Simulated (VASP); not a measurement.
A run of VASP 6.6.1:

File INCAR:

```
SYSTEM = SiC
PREC = Accurate
ENCUT = 520
EDIFF = 1E-6
ISMEAR = 0
SIGMA = 0.02
LREAL = .False.
LASPH = .True.
NELM = 100
ALGO = Normal
ISIF = 2
LWAVE = .False.
LCHARG = .False.
GGA = PS
IBRION = 2
NSW = 60
EDIFFG = -0.002
```

File KPOINTS:

```
Automatic mesh
0
Gamma
  10 10 10
  0 0 0
```

The input POSCAR:

```
SiC
1.0
    0.0145185982      2.1711916569      2.1566730586
    2.1711916569      0.0145185982      2.1566730586
    2.1857102551      2.1857102551      0.0000000000
Si C
1 1
Direct
    0.0007393851      0.0007393851     -0.0007393851
    0.2492606149      0.2492606149      0.2507393851
```

Potentials or basis: VASP PAW PBE potentials, release 64 (Si, C).

Command:

```bash
$ cat potpaw_PBE.64/Si/POTCAR potpaw_PBE.64/C/POTCAR > POTCAR
$ mpirun -np 1 vasp_std > vasp.out
```

Hardware: 1 thread of Intel(R) Xeon(R) Platinum 8559C (Emerald Rapids), on a shared host.

Task: Estimate the wall time of this run.

Result: Run time: 11 s on 1 thread of Intel(R) Xeon(R) Platinum 8559C (Emerald Rapids) (shared host), peak memory 0.15 GiB. Counts: scf iterations 12, k points 171, ion steps 1.
